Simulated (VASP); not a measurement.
# AlN (P6_3mc) in VASP: further runs, part 2 of 2

VASP 6.6.1. The steps go on from the part before.

### 4 Relaxation of shape and atoms at fixed volume, PBE+D3(BJ) (a relaxed cell with its volume scaled by 0.94)

INCAR reads:

```
  ALGO = Normal
  EDIFF = 1E-7
  EDIFFG = -0.01
  ENCUT = 600
  GGA = PE
  IBRION = 2
  ISIF = 4
  ISMEAR = 0
  IVDW = 12
  LASPH = T
  LCHARG = F
  LREAL = F
  LWAVE = F
  NELM = 80
  NSW = 40
  PREC = Accurate
  SIGMA = 0.03
```

KPOINTS reads:

```
k-points
0
Gamma
  12 12 6
```

POSCAR reads:

```
AlN                                     
1.0
    3.0438262672      0.0000000000     -0.0000000000
   -1.5219131336      2.6360308721      0.0000000000
    0.0000000000      0.0000000000      4.8741727043
  Al              N             
     2     2
Direct
     0.3333333332999970    0.6666666667000030    0.9990618219442239
     0.6666666667000030    0.3333333332999970    0.4990618219442238
     0.3333333332999970    0.6666666667000030    0.3809381780557788
     0.6666666667000030    0.3333333332999970    0.8809381780557787
```

Potentials or basis: VASP PAW PBE potentials, release 64 (Al, N).

Launch:

```
cat potpaw_PBE.64/Al/POTCAR potpaw_PBE.64/N/POTCAR > POTCAR
mpirun -np 1 vasp_std > vasp.out
```

OUTCAR:

```text
EDIFF = 1E-7
   EDIFFG = -0.01
   ENCUT = 600
   GGA = PE
   IBRION = 2
   ISIF = 4
   ISMEAR = 0
   IVDW = 12
   LASPH = T
   LREAL = F
   NELM = 80
   NSW = 40
   PREC = Accurate
 IVDW          = 12

 ion  position               nearest neighbor table
   1  0.333  0.667  0.999-   4 1.85   4 1.85   4 1.85   3 1.86   2 3.00   2 3.00   2 3.00   2 3.00
                             2 3.00   2 3.00
   2  0.667  0.333  0.499-   3 1.85   3 1.85   3 1.85   4 1.86   1 3.00   1 3.00   1 3.00   1 3.00
                             1 3.00   1 3.00
   3  0.333  0.667  0.381-   2 1.85   2 1.85   2 1.85   1 1.86
   4  0.667  0.333  0.881-   1 1.85   1 1.85   1 1.85   2 1.86

  LATTYP: Found a hexagonal cell.
 ALAT       =     3.0438262672
 C/A-ratio  =     1.6013307845

  Lattice vectors:

 A1 = (   3.0438262672,   0.0000000000,   0.0000000000)
 A2 = (  -1.5219131336,   2.6360308721,   0.0000000000)
 A3 = (   0.0000000000,   0.0000000000,   4.8741727043)

Analysis of symmetry for initial positions (statically):
=====================================================================
 Subroutine PRICEL returns:
 Original cell was already a primitive cell.

 Routine SETGRP: Setting up the symmetry group for a
 hexagonal supercell.

 Subroutine GETGRP returns: Found 12 space group operations
 (whereof  6 operations were pure point group operations)
 out of a pool of 24 trial point group operations.

The static configuration has the point symmetry C_3v.
 The point group associated with its full space group is C_6v.

Analysis of symmetry for dynamics (positions and initial velocities):
=====================================================================
 Subroutine PRICEL returns:
 Original cell was already a primitive cell.

 Routine SETGRP: Setting up the symmetry group for a
 hexagonal supercell.

 Subroutine GETGRP returns: Found 12 space group operations
 (whereof  6 operations were pure point group operations)
 out of a pool of 24 trial point group operations.

The dynamic configuration has the point symmetry C_3v.
 The point group associated with its full space group is C_6v.

 Subroutine INISYM returns: Found 12 space group operations
 (whereof  6 operations are pure point group operations),
 and found     1 'primitive' translations

----------------------------------------------------------------------------------------

                                     Primitive cell
[... 118 lines left out ...]
  Thomas-Fermi vector in A             =   2.350712
   LORBIT       =      0    0 simple, 1 ext, 2 COOP (PROOUT), +10 PAW based schemes
   GGA     = PE    functional components
   LHFCALC =     F    Hartree Fock is set to
   AEXX    =    0.0000 exact exchange contribution
   IVDW    =    12    specifies the selected vdW correction
   LEPSILON=     F    determine dielectric tensor
   LRPA    =     F    only Hartree local field effects (RPA)
 conjugate gradient relaxation of ions
 non-spin polarized calculation
 Gauss-broadening in eV      SIGMA  =   0.03
  energy-cutoff  :      600.00
  volume of cell :       39.11
 maximum number of plane-waves:      1329
   NGX = 13   NGY = 13   NGZ = 19

--------------------------------------- Ionic step        1  -------------------------------------------

 number of electron      15.9999998 magnetization

 Free energy of the ion-electron system (eV)
  ---------------------------------------------------
  ext. energy  EPLUGINS =         0.00000000
  ---------------------------------------------------
  free energy    TOTEN  =       -29.59100608 eV

  energy without entropy =      -29.59100608  energy(sigma->0) =      -29.59100608

------------------------ aborting loop because EDIFF is reached ----------------------------------------

 Edisp (eV)   -1.14973

 E8    (eV) :    -0.4492
[... 159 lines left out ...]
--------------------------------------- Ionic step        5  -------------------------------------------

 number of electron      15.9999998 magnetization

 Free energy of the ion-electron system (eV)
  ---------------------------------------------------
  ext. energy  EPLUGINS =         0.00000000
  ---------------------------------------------------
  free energy    TOTEN  =       -29.59166701 eV

  energy without entropy =      -29.59166701  energy(sigma->0) =      -29.59166701

 E-fermi :   7.0046     XC(G=0): -11.2004

 val. band max:        6.8517180299   @ k =   0.0000   0.0000   0.0000
 cond. band min:      11.6106514599   @ k =   0.0000   0.0000   0.0000
 fundamental gap:      4.7589334300
 Fermi energy:         7.0046347646

 k-point     1 :       0.0000    0.0000    0.0000
  band No.  band energies     occupation
      1      -8.7912      2.00000
      2      -6.4109      2.00000
      3       0.5297      2.00000
      4       5.8760      2.00000
      5       5.8760      2.00000
      6       6.5561      2.00000
      7       6.5561      2.00000
      8       6.8517      2.00000
      9      11.6107      0.00000
     10      14.0056      0.00000
     11      18.0108      0.00000
     12      18.3840      0.00000
[... 331 lines left out ...]
 k-point    24 :       0.3333    0.0000    0.1667
  band No.  band energies     occupation
      1      -7.3562      2.00000
      2      -5.9799      2.00000
      3       1.6685      2.00000
      4       2.7193      2.00000
      5       3.3403      2.00000
      6       4.9266      2.00000
      7       6.0061      2.00000
      8       6.1170      2.00000
      9      12.9497      0.00000
     10      13.7219      0.00000
     11      15.8422      0.00000
     12      17.5068      0.00000

 [... further k-points ...]

------------------------ aborting loop because EDIFF is reached ----------------------------------------

 Edisp (eV)   -1.14969

 E8    (eV) :    -0.4492
[... 27 lines left out ...]
  FREE ENERGIE OF THE ION-ELECTRON SYSTEM (eV)
  ---------------------------------------------------
  free  energy   TOTEN  =       -30.7413618498 eV

  energy  without entropy=      -30.7413618498  energy(sigma->0) =      -30.74136185

 reached required accuracy - stopping structural energy minimisation
```

OSZICAR:

```text
N       E                     dE             d eps       ncg     rms          rms(c)
DAV:   1     0.601792285818E+02    0.60179E+02   -0.85032E+03  1824   0.136E+03
DAV:   2    -0.301269471621E+02   -0.90306E+02   -0.83787E+02  2652   0.255E+02
[... 35 lines left out ...]
       N       E                     dE             d eps       ncg     rms          rms(c)
DAV:   1    -0.295916637932E+02   -0.27064E-04   -0.59960E-03  1824   0.720E-01    0.115E-02
DAV:   2    -0.295916691006E+02   -0.53074E-05   -0.82227E-05  2128   0.811E-02    0.784E-03
DAV:   3    -0.295916672015E+02    0.18991E-05   -0.20380E-06  2204   0.163E-02    0.356E-03
DAV:   4    -0.295916670085E+02    0.19309E-06   -0.19253E-06  2132   0.124E-02    0.126E-03
DAV:   5    -0.295916670128E+02   -0.43520E-08   -0.17872E-07  1208   0.445E-03
   5 F= -.30741362E+02 E0= -.30741362E+02  d E =-.138905E-03
```

Wall time 61 s (1 thread of Intel Xeon Platinum 8259CL at 2.50GHz (Skylake/Cascade Lake), shared host); peak memory 0.19 GiB.

What came out:

```yaml
Free_energy: -30.7414 eV
Energy_gained_by_relaxing: 0.2 meV/atom
Ionic_steps: 5
Pressure_after_relaxing: 14.1 GPa
Band_gap_on_the_k_mesh: 4.76 eV, direct
Dispersion_energy_per_atom: -0.287 eV
```

The path:
| step | energy change (eV) | largest force (eV/Å) | pressure (GPa) |
| --- | --- | --- | --- |
| 1 | 0.0000 | 0.0262 | 14.21 |
| 2 | -0.0004 | 0.0377 | 14.15 |
| 3 | -0.0005 | 0.0444 | 14.13 |
| 4 | -0.0006 | 0.0213 | 14.09 |
| 5 | -0.0006 | 0.0004 | 14.10 |

Final structure:
```
Al N
1.0
     3.04917    0.00000    0.00000
    -1.52458    2.64066    0.00000
     0.00000    0.00000    4.85711
Al N
2 2
Direct
  0.33333 0.66667 0.99829
  0.66667 0.33333 0.49829
  0.33333 0.66667 0.38171
  0.66667 0.33333 0.88171
```

Levels at points of the mesh, in eV from the valence-band top:
```
           k point  band 4  band 5  band 6  band 7  band 8  band 9  band 10  band 11  band 12
(0.00, 0.00, 0.00)   -0.98   -0.98   -0.30   -0.30    0.00    4.76     7.15    11.16    11.53
(0.50, 0.00, 0.00)   -4.35   -3.54   -2.26   -1.90   -0.76    5.95     5.98     8.71    10.72
(0.00, 0.00, 0.50)   -3.45   -0.65   -0.65   -0.65   -0.65    6.99     6.99    10.85    10.85
(0.50, 0.00, 0.50)   -5.91   -1.59   -1.59   -1.44   -1.44    5.51     5.51     9.62     9.62
```

A k mesh can miss the band edges.
